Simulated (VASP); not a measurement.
Ru, 4 atoms in the cell. The structure is cubic, space group Fm-3m (No. 225). Conventional cell: a = 3.830 Å, b = 3.830 Å, c = 3.830 Å, α = 90.00°, β = 90.00°, γ = 90.00°. Ru (site symmetry m-3m) is surrounded by 12 Ru at 2.71 Å. This isn't the form of Ru at room conditions, which is hcp.

- Program: VASP 6.6.1
- Task: optical spectrum
- Functional: TPSS
- Dispersion: TS
- Potentials or basis: VASP PAW PBE potentials, release 64 (Ru_pv)
- Cutoff: 520 eV
- k mesh: 7 × 7 × 7
- Occupations: methfessel-paxton, width 0.1 eV
- Spin: no spin polarisation
- Further INCAR settings: ALGO = Normal; EDIFF = 1e-07; NBANDS = 52

Potentials or basis: VASP PAW PBE potentials, release 64 (Ru_pv).

The run is started by

```console
$ ase convert -i cif -o vasp Ru.cif POSCAR
$ cat potpaw_PBE.64/Ru_pv/POTCAR > POTCAR
$ mpirun -np 1 vasp_std > vasp.out
```

Hardware: 1 thread of Intel(R) Xeon(R) 6975P-C (Granite Rapids), with other jobs on the host.

**Question.** Estimate the wall time of this run.

**Answer.** Wall time 2.3 min on 1 thread of Intel(R) Xeon(R) 6975P-C (Granite Rapids), with other jobs on the host, peak memory 0.22 GiB. Counts: scf iterations 19, k points 20.
